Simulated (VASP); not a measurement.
# SnO2 in VASP: one cell, several levels of theory

SnO2 built on the fluorite prototype, under +1.0 % equal strain in all directions is computed at one geometry. Runs: PBE, r2SCAN. The results are then set beside those of Ansatz 0.2.0 for the same cell. This is a trial cell built on a prototype, not taken from a measured structure, and it needn't be the compound's ground state.

Code: VASP 6.6.1. PAW datasets, plane waves. The cell comes from a prototype generator: it can be a known phase or a hypothetical one. Spin polarisation is off.

### 1 The system as given

The cell comes from an earlier relaxation with r2SCAN in another program.

The symmetry is Fm-3m (No. 225, cubic); conventional cell a = 5.119 Å, 11.18 Å³ an atom. Near Sn stand 8 O at 2.22 Å; near O stand 4 Sn at 2.22 Å.

Coordinates:

```cif
data_structure
_symmetry_space_group_name_H-M 'P 1'
_symmetry_Int_Tables_number 1
_cell_length_a 3.6198
_cell_length_b 3.6198
_cell_length_c 3.6198
_cell_angle_alpha 60.000
_cell_angle_beta 60.000
_cell_angle_gamma 60.000
_cell_volume 33.54
loop_
_atom_site_label
_atom_site_type_symbol
_atom_site_fract_x
_atom_site_fract_y
_atom_site_fract_z
_atom_site_occupancy
Sn1 Sn 0.00000 0.00000 0.00000 1
O1 O 0.25000 0.25000 0.25000 1
O2 O 0.75000 0.75000 0.75000 1
```

### 2 Single point with PBE

Contents of INCAR:

```
ENCUT = 520.000000
SIGMA = 0.020000
EDIFF = 1.00e-07
GGA = PE
PREC = Accurate
IBRION = -1
ISIF = 2
ISMEAR = -1
NBANDS = 20
NELM = 120
NSW = 0
LASPH = .TRUE.
LCHARG = .FALSE.
LWAVE = .FALSE.
LREAL = .FALSE.
```

Contents of KPOINTS:

```
KPOINTS created by Atomic Simulation Environment
0
Gamma
8 8 8
0 0 0
```

Contents of KPOINTS_OPT:

```
special points
6
Reciprocal
0.0000000000 0.0000000000 0.0000000000 1
0.5000000000 0.0000000000 0.5000000000 1
0.6250000000 0.2500000000 0.6250000000 1
0.3750000000 0.3750000000 0.7500000000 1
0.5000000000 0.5000000000 0.5000000000 1
0.5000000000 0.2500000000 0.7500000000 1
```

Contents of POSCAR:

```
Sn O
 1.0000000000000000
     0.0000000000000000    2.5595616801999999    2.5595616801999999
     2.5595616801999999    0.0000000000000000    2.5595616801999999
     2.5595616801999999    2.5595616801999999    0.0000000000000000
 Sn  O
   1   2
Cartesian
  0.0000000000000000  0.0000000000000000  0.0000000000000000
  1.2797808400999999  1.2797808400999999  1.2797808400999999
  3.8393425202999998  3.8393425202999998  3.8393425202999998
```

The run uses the recommended PBE PAW datasets (26 valence electrons a neutral cell).

Run with:

```console
mpirun -np 1 vasp_std
```

Standard output, without the iteration lines:

```text
POSCAR found type information on POSCAR SnO
 POSCAR found :  2 types and       3 ions
 LDA part: xc-table for (Slater+PW92), standard interpolation
 POSCAR, INCAR and KPOINTS ok, starting setup
 FFT: planning ... GRIDC
 FFT: planning ... GRID_SOFT
 FFT: planning ... GRID
 WAVECAR not read
 entering main loop
 Start KPOINTS_OPT (optional k-point list driver)
k-point batch [1-6\6]
```

OSZICAR:

```text
N       E                     dE             d eps       ncg     rms          rms(c)
DAV:   1     0.244693083523E+03    0.24469E+03   -0.13503E+04  1280   0.203E+03
DAV:   2     0.525651293364E+01   -0.23944E+03   -0.22661E+03  1236   0.507E+02
DAV:   3    -0.203595888061E+02   -0.25616E+02   -0.25326E+02  1308   0.136E+02
DAV:   4    -0.210488880454E+02   -0.68930E+00   -0.68878E+00  1300   0.235E+01
DAV:   5    -0.210639913187E+02   -0.15103E-01   -0.15102E-01  1416   0.362E+00    0.108E+01
DAV:   6    -0.179025919501E+02    0.31614E+01   -0.11161E+01  1740   0.570E+01    0.385E+00
DAV:   7    -0.179247734534E+02   -0.22182E-01   -0.67134E-01  1248   0.593E+00    0.194E+00
DAV:   8    -0.179119270710E+02    0.12846E-01   -0.72617E-02  1284   0.257E+00    0.375E-01
DAV:   9    -0.179097223791E+02    0.22047E-02   -0.12497E-02  1764   0.160E+00    0.856E-02
DAV:  10    -0.179102707428E+02   -0.54836E-03   -0.14796E-03  1264   0.492E-01    0.263E-02
DAV:  11    -0.179102617868E+02    0.89560E-05   -0.11701E-04  1608   0.194E-01    0.160E-02
DAV:  12    -0.179102635996E+02   -0.18128E-05   -0.14373E-05  1268   0.332E-02    0.802E-03
DAV:  13    -0.179102633816E+02    0.21799E-06   -0.34209E-06  1300   0.127E-02    0.198E-03
DAV:  14    -0.179102634532E+02   -0.71564E-07   -0.16305E-07  1076   0.552E-03
   1 F= -.17910263E+02 E0= -.17910124E+02  d E =-.279778E-03
       N       E                     dE             ncg
DAV:   1     0.153422860590E+04   -0.44264E+04      272
DAV:   2     0.202916211778E+03   -0.13313E+04      264
DAV:   3     0.569382712672E+02   -0.14598E+03      276
DAV:   4     0.529845119697E+02   -0.39538E+01      268
DAV:   5     0.528914806566E+02   -0.93031E-01      288
DAV:   6     0.528876322367E+02   -0.38484E-02      296
DAV:   7     0.528874651571E+02   -0.16708E-03      308
DAV:   8     0.528874595122E+02   -0.56449E-05      264
DAV:   9     0.528874592572E+02   -0.25492E-06      212
DAV:  10     0.528874592540E+02   -0.32014E-08      168
```

The lines after F= are the extra pass for the points of KPOINTS_OPT, at fixed density; their E is not a total energy.

From OUTCAR:

```text
k-points           NKPTS =     29   k-points in BZ     NKDIM =     29   number of bands    NBANDS=     20

   NELECT =      26.0000    total number of electrons

   dimension x,y,z NGX =    28 NGY =   28 NGZ =   28
   dimension x,y,z NGXF=    56 NGYF=   56 NGZF=   56

  energy-cutoff  :      520.00
  volume of cell :       33.54
      direct lattice vectors                 reciprocal lattice vectors
     0.000000000  2.559561680  2.559561680    -0.195345947  0.195345947  0.195345947
     2.559561680  0.000000000  2.559561680     0.195345947 -0.195345947  0.195345947
     2.559561680  2.559561680  0.000000000     0.195345947  0.195345947 -0.195345947

 k-points in reciprocal lattice and weights: KPOINTS created by Atomic Simulation Env
   0.00000000  0.00000000  0.00000000       0.002
   0.12500000  0.00000000  0.00000000       0.016
   0.25000000  0.00000000  0.00000000       0.016
   0.37500000  0.00000000  0.00000000       0.016
   0.50000000  0.00000000  0.00000000       0.008
   0.12500000  0.12500000  0.00000000       0.012
   0.25000000  0.12500000  0.00000000       0.047
   0.37500000  0.12500000  0.00000000       0.047
[... 21 more k-points ...]

 E-fermi :   7.6293

 k-point     1 :       0.0000    0.0000    0.0000
  band No.  band energies     occupation
      1     -12.9705      2.00000
      2     -12.9705      2.00000
      3     -12.9705      2.00000
      4     -12.8352      2.00000
      5     -12.8352      2.00000
      6     -11.8604      2.00000
      7      -8.1361      2.00000
      8       4.7510      2.00000
      9       4.7510      2.00000
     10       4.7510      2.00000
     11       6.2510      2.00000
     12       6.2510      2.00000
     13       6.2510      2.00000
     14       7.5691      1.90610
     15      14.6231      0.00000
     16      14.6231      0.00000
     17      14.6231      0.00000
     18      20.9121      0.00000
     19      22.7651      0.00000
     20      22.7651      0.00000

 k-point     2 :       0.1250    0.0000    0.0000
  band No.  band energies     occupation
      1     -13.0284      2.00000
      2     -12.9594      2.00000
      3     -12.9594      2.00000
      4     -12.8355      2.00000
      5     -12.8355      2.00000
      6     -11.7024      2.00000
      7      -8.1328      2.00000
      8       4.1865      2.00000
      9       4.6734      2.00000
     10       4.6734      2.00000
     11       5.2951      2.00000
     12       6.1451      2.00000
     13       6.1451      2.00000
     14       8.9642      0.00000
     15      14.4915      0.00000
     16      14.9997      0.00000
     17      14.9997      0.00000
     18      21.9394      0.00000
     19      22.7998      0.00000
     20      22.7998      0.00000

 k-point     3 :       0.2500    0.0000    0.0000
  band No.  band energies     occupation
      1     -13.1835      2.00000
      2     -12.9389      2.00000
      3     -12.9389      2.00000
      4     -12.8295      2.00000
      5     -12.8295      2.00000
      6     -11.2094      2.00000
      7      -8.2397      2.00000
      8       2.9350      2.00000
      9       4.5028      2.00000
     10       4.5028      2.00000
     11       4.5568      2.00000
     12       5.8905      2.00000
     13       5.8905      2.00000
     14      10.6635      0.00000
     15      14.6050      0.00000
     16      15.9904      0.00000
     17      15.9904      0.00000
     18      22.8815      0.00000
     19      22.8815      0.00000
     20      23.5559      0.00000

 k-point     4 :       0.3750    0.0000    0.0000
  band No.  band energies     occupation
      1     -13.3413      2.00000
      2     -12.9297      2.00000
      3     -12.9297      2.00000
      4     -12.8119      2.00000
      5     -12.8119      2.00000
      6     -10.4502      2.00000
      7      -8.6496      2.00000
      8       2.0436      2.00000
      9       4.0179      2.00000
     10       4.3534      2.00000
     11       4.3534      2.00000
     12       5.6368      2.00000
     13       5.6368      2.00000
     14      11.8180      0.00000
     15      15.1633      0.00000
     16      17.1765      0.00000
     17      17.1765      0.00000
     18      22.8898      0.00000
     19      22.8898      0.00000
     20      23.3861      0.00000

 k-point     5 :       0.5000    0.0000    0.0000
  band No.  band energies     occupation
      1     -13.4053      2.00000
      2     -12.9289      2.00000
      3     -12.9289      2.00000
      4     -12.8014      2.00000
      5     -12.8014      2.00000
      6      -9.8157      2.00000
      7      -9.1548      2.00000
      8       1.7522      2.00000
      9       3.8043      2.00000
     10       4.2972      2.00000
     11       4.2972      2.00000
     12       5.5316      2.00000
     13       5.5316      2.00000
     14      12.2239      0.00000
     15      15.5055      0.00000
     16      17.7749      0.00000
     17      17.7749      0.00000
     18      22.8187      0.00000
     19      22.8187      0.00000
     20      22.9853      0.00000

 k-point     6 :       0.1250    0.1250    0.0000
  band No.  band energies     occupation
      1     -13.0529      2.00000
      2     -12.9491      2.00000
      3     -12.9491      2.00000
      4     -12.8440      2.00000
      5     -12.8291      2.00000
      6     -11.6615      2.00000
      7      -8.1170      2.00000
      8       4.2251      2.00000
      9       4.2251      2.00000
     10       4.3899      2.00000
     11       5.1025      2.00000
     12       6.4888      2.00000
     13       6.4888      2.00000
     14       9.0430      0.00000
     15      13.9768      0.00000
     16      15.3683      0.00000
     17      15.3683      0.00000
     18      21.8272      0.00000
     19      22.9566      0.00000
     20      23.0364      0.00000

[... the tables of k-points 7 to 29 left out ...]

  Total        0.7180479      0.7180479      0.7180479      0.0000000      0.0000000      0.0000000
  in kB       34.3034028     34.3034028     34.3034028      0.0000000      0.0000000      0.0000000
  external PRESSURE =      34.3034028 kB  Pullay stress =       0.0000000 kB

 POSITION                                       TOTAL-FORCE (eV/Angst)
 -----------------------------------------------------------------------------------
      0.00000      0.00000      0.00000        -0.000000      0.000000     -0.000000
      1.27978      1.27978      1.27978         0.000000      0.000000      0.000000
      3.83934      3.83934      3.83934        -0.000000     -0.000000     -0.000000
 -----------------------------------------------------------------------------------
    total drift:                               -0.000000     -0.000000      0.000000

  FREE ENERGIE OF THE ION-ELECTRON SYSTEM (eV)
  ---------------------------------------------------
  free  energy   TOTEN  =       -17.9102634532 eV

  energy  without entropy=      -17.9099836756  energy(sigma->0) =      -17.91012356
```

Hardware: 1 MPI rank of Intel Xeon 6975P-C, shared host.

The levels at the points of KPOINTS_OPT are read from vasprun.xml.

Levels at the named points, in eV from the top of band v (v: the last filled band by count, c: the next):

```
point    v−1      v      c   c+1
    Γ  -1.34  -1.34  -0.02  7.03
    X  -0.19  -0.10   3.15  7.00
    U  -0.69  -0.15   4.03  8.49
    K  -0.69  -0.15   4.03  8.49
    L  -2.06  -2.06   4.63  7.92
    W  -0.29   0.00   4.26  9.20
```

With PBE the last filled band overlaps the next by 0.02 eV, so there is no gap. Pressure: 3.43 GPa; the forces vanish within 0.01 eV/Å.

(Part 1 of 2 ends here.)
